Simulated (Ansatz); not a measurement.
**Pd in Ansatz: the effect of functional**

Crystal: Pd.

```
Pd
1.0
    -1.59297    1.59297    1.59297
     1.59297   -1.59297    1.59297
     1.59297    1.59297   -1.59297
Pd
1
Direct
  0.00000 0.00000 0.00000
```

This isn't the form of Pd at room conditions, which is fcc.

The cell isn't the ideal one: volume scaled by 1.04.

Alike in all runs:

```yaml
Program: Ansatz 0.2.0
Task: single point
Potentials_or_basis: Ansatz PAW
k_mesh: 12 × 12 × 12
Occupations: fermi-dirac, width 0.05 eV
Spin: no spin polarisation
```

Q: One run gave: pressure -15.0 GPa. Which functional did it use?
A. PBEsol
B. r2SCAN
C. LDA

A: A.

```csv
functional,cutoff,pressure (GPa)
LDA,420 eV (not typed: the program's choice for these potentials),-19.9
PBEsol,420 eV (not typed: the program's choice for these potentials),-15.0
r2SCAN,500 eV (not typed: the program's choice for these potentials),-10.8
```

Caveats: the PAW data sets come from PBE, with cores solved anew for the run's functional, which leaves a small shift of forces and pressure.
